Which of these five phosphorus crystals is at rest? In each of them every atom has six equal neighbours, and only the size of the cube differs. Positive pressure means that the crystal has to be squeezed to hold its volume, negative pressure that it has to be pulled equally from all sides.

Simple cubic phosphorus (Pm-3m, one atom per cell) at scaled volumes of the relaxed cell, computed with Ansatz 0.2.0: r2SCAN, plane-wave PAW, scalar-relativistic, no spin polarisation, cutoff 500 eV, 18×18×18 k mesh, Gaussian smearing of 0.1 eV. Energies count from the minimum of a third-order Birch-Murnaghan fit; pressures come from the computed stress.

| volume per atom (Å³/atom) | energy over minimum (meV/atom) | pressure (GPa) |
| --- | --- | --- |
| 13.611 | 20.4 | 8.19 |
| 14.045 | 4.7 | 3.68 |
| 14.479 | 0.1 | 0.00 |
| 14.914 | 4.4 | -3.10 |
| 15.348 | 16.8 | -6.03 |

The middle row is at rest, with a volume of 14.479 Å³ per atom and no pressure. Both smaller and larger volumes cost energy. Only the middle row was relaxed. The other four are single calculations on scaled cubes. This does no harm, because the cubic symmetry fixes both the shape and the place of the atom. The energies count from the bottom of a smooth curve, a third-order Birch-Murnaghan equation fitted to all five computed energies. Their zero is therefore the best simple cubic crystal, not black phosphorus, the form that is stable at ordinary pressure.

Why does a volume change of 6 % cost much more than twice as much as one of 3 %? At rest, the forces that would shrink the crystal balance those that would expand it, so a very small change of volume costs almost nothing. The resisting pressure then builds up in proportion to the change, and the energy is that pressure added up along the way. To a first approximation this gives

$$\Delta E \approx \frac{B\,(\Delta V)^2}{2V_0},$$

where $\Delta E$ is the energy over the minimum, $V_0$ the volume at rest, $\Delta V$ the departure from it and $B$ the bulk modulus, the resistance to a uniform change of volume. Doubling the change should cost four times the energy. The two rows at 6 % average 18.6 meV per atom and the two at 3 % average 4.55, a ratio of about 4.1. Averaging compression with expansion removes most of the lopsidedness of the curve, which is the subject of the next question.

Why is squeezing dearer than stretching? Compression by 6 % costs 20.4 meV per atom, while the same expansion costs 16.8. A parabola would make the two equal, so the crystal must stiffen as it shrinks. The pressures agree with this: from row to row, equal steps of volume change the pressure by less and less as the crystal expands.

Theory gives the reason. Electrons confined to a smaller space gain kinetic energy roughly as the inverse square of the distance between atoms, whereas their electrostatic attraction to the ions grows only as the inverse distance. On compression the steeper term takes over, and the overlap of the atomic cores with the valence electrons adds to the resistance. On expansion both terms fade and the bonds give way more gently. The table shows the lopsided result but does not separate these contributions. Because the argument hardly depends on the element, most solids near rest are lopsided in the same sense.

How stiff is this crystal? The bulk modulus is defined as $B=-V\,dP/dV$, where $V$ is the volume per atom and $P$ the pressure. The slope at rest can be taken from the two rows on either side of the relaxed one:

$$B \approx -14.479\times\frac{-3.10-3.68}{14.914-14.045}\ \text{GPa} \approx 113\ \text{GPa}.$$

Near rest, then, taking away one per cent of the volume needs a little over 1 GPa. The curve fitted to the energies gives practically the same modulus. That is a check between two results of the same calculations, since the pressures were computed from the stress and took no part in the fit. It shows that energies and stresses fit together, not that a measured crystal would have this stiffness.

This modulus should not be carried over to black phosphorus. There the atoms form puckered layers held together by weak forces, and pressure at first narrows the gaps between the layers and folds the layers more tightly, with little shortening of the bonds. The same series for black phosphorus would start much softer and stiffen quickly as the layers met. Simple cubic phosphorus has no such gaps, and as long as it stays cubic, any loss of volume has to shorten real bonds. Here a volume change of 6 % alters each bond by only about 2 %, because the change is shared among three directions.

Which digits can be trusted? The relaxed row stands at 0.1 meV instead of zero, although its volume almost coincides with that of the fitted minimum. This remainder is a small misfit of the curve, not a real distance from rest. The difference of 3.6 meV between squeezing and stretching is far larger and can safely be interpreted.

The pressures deserve more caution. At the two ends of the series, the pressure from the stress differs from that of the fitted energy curve by about 0.2 GPa. At the expanded end the curve seems to be at fault. There the energy step between the last two rows, divided by their volume step, corresponds to a mean pull of about 4.6 GPa, and the two pressures from the stress have the same average. At the compressed end this test is less clear. The second decimal should not be relied on at either end, and under compression the first is uncertain too. Both sets of pressures are listed in the output printed after this text. Their agreement also cannot reveal errors that they share, such as those of the density functional or the neglect of zero-point motion, which would usually expand a crystal slightly.

Why is there no band gap in any row, and would a better functional open one? The answer lies in counting electrons. A phosphorus atom brings five valence electrons, and with spin polarisation switched off each band holds two electrons per cell. One atom per cell therefore fills two and a half bands. At least one band has to remain partly filled, which makes the crystal a metal.

Changing the volume shifts and widens the bands but leaves the count as it is. The same holds for a functional that gives larger gaps in semiconductors. Switching spin polarisation on should not open a gap either, since simple cubic phosphorus is known as a nonmagnetic metal. The zero gap is thus a consequence of the structure and its electron count, not an example of the familiar underestimate of gaps by density functionals. Nor does it conflict with the fact that black phosphorus is a semiconductor, because that crystal has an even number of atoms in its cell, whose electrons can fill whole bands.

What would change if the cell held two atoms, or if sulfur took the place of phosphorus? Two phosphorus atoms bring ten valence electrons, enough to fill five bands exactly. An even count permits a gap but does not ensure one: if the two atoms keep their simple cubic places, the crystal is merely described with a larger cell and remains the same metal. Sulfur, with six valence electrons, would have an even count even with one atom per cell. It should still have no gap, because cubic symmetry makes the three p bands meet at some points. Four p electrons cannot then fill two of these bands and leave a gap below the third.

The larger cell matters because it lets neighbouring atoms move against each other. Phosphorus has three p electrons, enough for three ordinary bonds, yet here they have to serve six equal neighbours. Along each axis of the cube the p orbitals form a row that is about half filled. Such a row can often lower its energy if its atoms draw together in pairs, giving alternating short and long contacts. This is a Peierls distortion. When it happens along all three axes, each atom ends up with three near neighbours and three more distant ones, much as in the layered structure of arsenic. With one atom in the cell every atom must move like every other, so these calculations could not have found the distortion even if it lowered the energy.

Does the row at 8.19 GPa then show that phosphorus is simple cubic at that pressure? It shows only what pressure this crystal needs to hold that volume. At a given pressure and low temperature, the stable structure is the one with the lowest enthalpy, $H=E+PV$, where $E$ is the energy per atom. The term $PV$ favours dense structures more and more as the pressure rises, which is why phosphorus gives up its open layers under compression. Experiments do find the simple cubic form at high pressure, after phosphorus has passed through the arsenic-like structure.

To find the changeover from calculations, one would need the same kind of series for black phosphorus and for the arsenic-like structure, with all energies on a common scale. The table has neither. Its minimum is the best volume for a crystal held simple cubic, and whether the atoms would stay in their places if they were free to pair remains untested.

Printed output of the fit:

```
Volume and bond length against the relaxed cell:
     row  volume change in %  bond length in Å  bond change in %
  13.611              -5.995             2.388             -2.04
  14.045              -2.997             2.413            -1.009
  14.479                   0             2.437                 0
  14.914               3.004             2.461            0.9916
  15.348               6.002             2.485             1.962
Change from the row before:
     row  energy step in meV/atom  pressure step in GPa
  14.045                    -15.7                 -4.51
  14.479                     -4.6                 -3.68
  14.914                      4.3                  -3.1
  15.348                     12.4                 -2.93
Energy of 6 % compression less that of 6 % expansion, meV/atom: 3.6
Energy of 6 % compression over that of 6 % expansion: 1.214
Size of pressure at 6 % compression over that at 6 % expansion: 1.358
Mean energy of the two 6 % rows, meV/atom: 18.6
Mean energy of the two 3 % rows, meV/atom: 4.55
Ratio of these means (a parabola gives 4): 4.088
Bulk modulus from the two pressures beside the minimum, GPa: 113
Bulk modulus of the energy fit, GPa: 113.3
Volume of the relaxed cell less that of the fitted minimum, Å³/atom: 0.00357
Pressure from the stress and from the energy fit:
     row  from stress in GPa  from energy fit in GPa  difference in GPa
  13.611                8.19                   7.956             0.2341
  14.045                3.68                   3.647            0.03308
  14.479                   0                -0.02792            0.02792
  14.914                -3.1                  -3.172            0.07221
  15.348               -6.03                  -5.852            -0.1779
Filled bands for one P atom in the cell, spin off: 2.5
Filled bands for two P atoms in the cell, spin off: 5
```
